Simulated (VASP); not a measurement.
Write the native input for VASP 6.6.1 that does the following.

```
Task                   : single point
Functional             : PBE
Potentials or basis    : VASP PAW PBE potentials, release 64 (Pb_d, Te)
Cutoff                 : 520 eV
k mesh                 : 6 × 6 × 6
Occupations            : fermi-dirac, width 0.02 eV
Spin                   : no spin polarisation
Dipole correction      : no
Further INCAR settings : ALGO = Normal; EDIFF = 1e-06; NBANDS = 20
```

The structure of Te2Pb lies in POSCAR:

```
Te2Pb
1.0
    0.0000000000      3.7966139176      3.7966139176
    3.7966139176      0.0000000000      3.7966139176
    3.7966139176      3.7966139176      0.0000000000
Pb Te
1 2
Direct
    0.0000000000      0.0000000000      0.0000000000
    0.2500000000      0.2500000000      0.2500000000
    0.7500000000      0.7500000000      0.7500000000
```

The cell was built by a generator and needn't be a form met in nature.

One way to write it, as run:

INCAR

```
ALGO     = Normal         # electronic algorithm
EDIFF    = 1E-6           # SCF threshold, eV
ENCUT    = 520            # plane-wave cutoff, eV
GGA      = PE             # functional
ISIF     = 2              # what is computed and relaxed
ISMEAR   = -1             # smearing method
LASPH    = True           # aspherical terms in the spheres
LCHARG   = False          # write CHGCAR
LREAL    = False          # projectors in reciprocal space
LWAVE    = False          # write WAVECAR
NBANDS   = 20             # bands
NELM     = 100            # most SCF steps
PREC     = Accurate       # precision mode
SIGMA    = 0.02           # smearing width, eV
```

KPOINTS

```
k-points
0
Gamma
  6 6 6
```

Potentials or basis: VASP PAW PBE potentials, release 64 (Pb_d, Te).

Launch:

```console
$ cat potpaw_PBE.64/Pb_d/POTCAR potpaw_PBE.64/Te/POTCAR > POTCAR
$ mpirun -np 1 vasp_std > vasp.out
```

Results of the run:

```yaml
Pressure: 0.4 GPa
Band_gap_on_the_k_mesh: none (metal or under the smearing width)
```

Run time: 16 s on 1 thread of AMD EPYC 9R45 96-Core Processor (Zen 5), on a shared host, peak memory 0.22 GiB.
